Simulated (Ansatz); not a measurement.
# GaN (database structure): how the settings move a single-point run

Aim: see which settings change the result for GaN (database structure), by how much, and at what cost.

The COD entry's cell or inner coordinates are ideal or old and differ from later refinements, so a difference from it is no clean test against experiment.

Program: Ansatz 0.2.0. Level of theory: reference: DFT r2SCAN, plane waves, PAW, scalar-relativistic, no spin polarisation. These are calculated values, not measurements.

### Step 1. The structure to begin with

The structure is hexagonal, space group P6_3mc (No. 186). Conventional cell: a = 3.229 Å, b = 3.229 Å, c = 5.253 Å, α = 90.00°, β = 90.00°, γ = 120.00°. Ga (site symmetry 3m) is surrounded by 4 N at 1.97 to 1.98 Å. N (site symmetry 3m) is surrounded by 4 Ga at 1.97 to 1.98 Å.

Structure file:

```xyz
4
Lattice="1.6146 2.7966 0.0000 -1.6146 2.7966 0.0000 0.0000 0.0000 5.2528" Properties=species:S:1:pos:R:3 pbc="T T T"
Ga    0.0000    3.7288    0.0000
Ga    0.0000    1.8644    2.6264
N     0.0000    3.7288    1.9698
N     0.0000    1.8644    4.5962
```

### Step 2. Baseline

File input.yaml:

```yaml
crystal:
  lattice:
    - [1.614609, 2.796584, 0.0]
    - [-1.614609, 2.796584, 0.0]
    - [0.0, 0.0, 5.252795]
  atoms:
    - { symbol: Ga, position: [0.66667, 0.66666, 0.0] }
    - { symbol: Ga, position: [0.33334, 0.33333, 0.5] }
    - { symbol: "N", position: [0.66667, 0.66666, 0.375] }
    - { symbol: "N", position: [0.33334, 0.33333, 0.875] }
  symmetry: { tolerance: 0.0003 }
kpoints:
  mp_grid: { grid: [6, 6, 4], shift: [0, 0, 0] }
magnetization:
  spin_polarized: false
scf:
  occupations: { method: fermi_dirac, width: 0.0122 }
hamiltonian:
  pseudopotentials: { kind: paw }
  xc: r2scan
basis:
  ecutwfc: 500
output:
  forces: true
  stress: true
  eigenvalues: true
```

Command:

```
ansatz run input.yaml --threads 1 --pin off --max-ram 2560MiB --backend cpu --events-out ev --progress --plain --runs-dir out
```

### Step 3. Changed: occupations.method cold, occupations.width 0.001, chi_scale 0.3

input.yaml: that of step 2 with these lines changed.

```diff
@@ -16,3 +16,4 @@
 scf:
-  occupations: { method: fermi_dirac, width: 0.0122 }
+  occupations: { method: cold, width: 0.001 }
+  initial_density: { chi_scale: 0.3 }
 hamiltonian:
@@ -26 +27,5 @@
   eigenvalues: true
+  write_density: true
+  write_potential: true
+  elf: true
+  volumetric_format: npy
```

### Step 4. Variant: mp_grid.shift [0.5, 0.5, 0.5]

input.yaml: that of step 2 with these lines changed.

```diff
@@ -12,3 +12,3 @@
 kpoints:
-  mp_grid: { grid: [6, 6, 4], shift: [0, 0, 0] }
+  mp_grid: { grid: [6, 6, 4], shift: [0.5, 0.5, 0.5] }
 magnetization:
@@ -26 +26,5 @@
   eigenvalues: true
+  write_density: true
+  write_potential: true
+  elf: true
+  volumetric_format: npy
```

### Step 5. Variant: mp_grid.grid [4, 4, 3], preconditioner none

input.yaml: that of step 2 with these lines changed.

```diff
@@ -12,3 +12,3 @@
 kpoints:
-  mp_grid: { grid: [6, 6, 4], shift: [0, 0, 0] }
+  mp_grid: { grid: [4, 4, 3], shift: [0, 0, 0] }
 magnetization:
@@ -17,2 +17,3 @@
   occupations: { method: fermi_dirac, width: 0.0122 }
+  mixing: { preconditioner: none }
 hamiltonian:
@@ -26 +27,5 @@
   eigenvalues: true
+  write_density: true
+  write_potential: true
+  elf: true
+  volumetric_format: npy
```

### Step 6. Changed: xc pbesol, ecutwfc 450 eV

input.yaml: that of step 2 with these lines changed.

```diff
@@ -19,5 +19,5 @@
   pseudopotentials: { kind: paw }
-  xc: r2scan
+  xc: pbesol
 basis:
-  ecutwfc: 500
+  ecutwfc: "450 eV"
 output:
```

**Question.** What will these runs give? Wanted: for each run, ending; energy change; pressure; gap; force.

**Answer**, as computed:

| run | ending | energy change | pressure (GPa) | gap (eV) | force (eV/Å) | cycles | time |
| --- | --- | --- | --- | --- | --- | --- | --- |
| reference | converged | 0 | -7.6 | 2.05 | 0.12 | 8 | 10 s |
| 1: occupations.method cold, occupations.width 0.001, chi_scale 0.3 | converged | 0.0 meV/atom (σ→0) | -7.6 | 2.05 | 0.12 | 8 | 13 s |
| 2: mp_grid.shift [0.5, 0.5, 0.5] | converged | -1.4 meV/atom | -7.5 | 3.05 | 0.12 | 8 | 16 s |
| 3: mp_grid.grid [4, 4, 3], preconditioner none | converged | +14.4 meV/atom | -7.6 | 2.04 | 0.11 | 8 | 6.5 s |
| 4: xc pbesol, ecutwfc 450 eV | converged | not comparable | -7.3 | 1.59 | 0.11 | 7 | 4.2 s |

Times don't compare one to one where runs were asked for different outputs or read a saved state (see the inputs); cycles may leave out searches for a lower state.

Residual by cycle in the longest SCF loop of each run; runs are numbered as in the table. The quantity is the density residual dr2, in eV.

| cycle | reference | run 1 | run 2 | run 3 | run 4 |
| --- | --- | --- | --- | --- | --- |
| 1 | 0.0267 | 5.93 | 0.0262 | 0.0308 | 0.073 |
| 2 | 0.00934 | 0.732 | 0.00921 | 0.0055 | 0.00143 |
| 3 | 0.00256 | 0.226 | 0.00256 | 0.00151 | 2.8e-4 |
| 4 | 2.1e-5 | 0.0115 | 2.0e-5 | 3.2e-4 | 1.2e-5 |
| 5 | 4.4e-6 | 0.0025 | 4.2e-6 | 9.7e-6 | 3.3e-6 |
| 6 | 8.6e-7 | 3.2e-5 | 8.6e-7 | 4.6e-6 | 1.5e-7 |
| 7 | 1.4e-7 | 1.9e-6 | 1.3e-7 | 1.0e-6 | 5.2e-9 |
| 8 | 3.0e-8 | 5.4e-8 | 2.9e-8 | 3.8e-8 | - |

No change moves the result by more than the table shows.

The gaps are Kohn-Sham values of a semilocal functional, not quasiparticle or optical gaps. Such gaps usually fall short of the measured ones.
